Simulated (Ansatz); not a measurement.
# BN (Qingsongite): the cost of one run

Program: Ansatz 0.2.0. Level of theory: DFT r2SCAN, scalar-relativistic, plane waves, PAW. These are calculated values, not measurements.

1 further run of the same task is left out (set aside as unsound or not needed).

## 1. The starting structure

Symmetry: F-43m, No. 216, cubic system. The conventional cell has a = 3.610 Å, b = 3.610 Å, c = 3.610 Å, α = 90.00°, β = 90.00°, γ = 90.00°. Around B (site symmetry -43m) lie 4 N at 1.56 Å. N (site symmetry -43m) is surrounded by 4 B at 1.56 Å.

Coordinates:

```cif
data_structure
_symmetry_space_group_name_H-M 'P 1'
_symmetry_Int_Tables_number 1
_cell_length_a 2.5525
_cell_length_b 2.5525
_cell_length_c 2.5525
_cell_angle_alpha 60.000
_cell_angle_beta 60.000
_cell_angle_gamma 60.000
_cell_volume 11.76
loop_
_atom_site_label
_atom_site_type_symbol
_atom_site_fract_x
_atom_site_fract_y
_atom_site_fract_z
_atom_site_occupancy
B1 B 0.00000 0.00000 0.00000 1
N1 N 0.25000 0.25000 0.25000 1
```

This cell was relaxed beforehand with the same method: volume 5.88 Å³/atom, gap on the mesh 5.00 eV.

## 2. Bands, states and charges

The input, input.yaml:

```yaml
crystal:
  lattice:
    - [0.0, 1.8048651813, 1.8048651813]
    - [1.8048651813, 0.0, 1.8048651813]
    - [1.8048651813, 1.8048651813, 0.0]
  atoms:
    - { symbol: B, position: [0.0, 0.0, 0.0] }
    - { symbol: "N", position: [0.25, 0.25, 0.25] }
basis:
  ecutwfc: 500
kpoints:
  mp_grid: { grid: [12, 12, 12] }
  band_path:
    path:
      - [[0.0, 0.0, 0.0], [-0.5, -0.5, 0.0], [-0.375, -0.375, 0.25]]
      - [[-0.375, 0.0, 0.375], [0.0, 0.0, 0.0], [0.0, 0.0, 0.5], [-0.5, -0.25, 0.25], [-0.5, -0.5, 0.0]]
    npoints: 14
hamiltonian:
  xc: r2scan
scf:
  occupations: { method: gaussian, width: 0.02 }
  n_extra_bands: 6
output:
  forces: true
  stress: true
  eigenvalues: true
  populations: true
  dos: { projected: true, de: 0.02, nscf_kmesh: { grid: [18, 18, 18] } }
  bader: true
  write_density: true
  write_potential: true
  elf: true
  volumetric_format: npy
```

Run with:

```bash
$ ansatz run input.yaml --threads 1 --pin off --max-ram 2560MiB --backend cpu --events-out ev --progress --plain --runs-dir out
```

**Question.** How long does this run take on 1 thread of Intel Xeon Platinum 8488C (Sapphire Rapids), shared host, and how much memory does it need?

About 19 s, with a peak of 0.37 GiB.
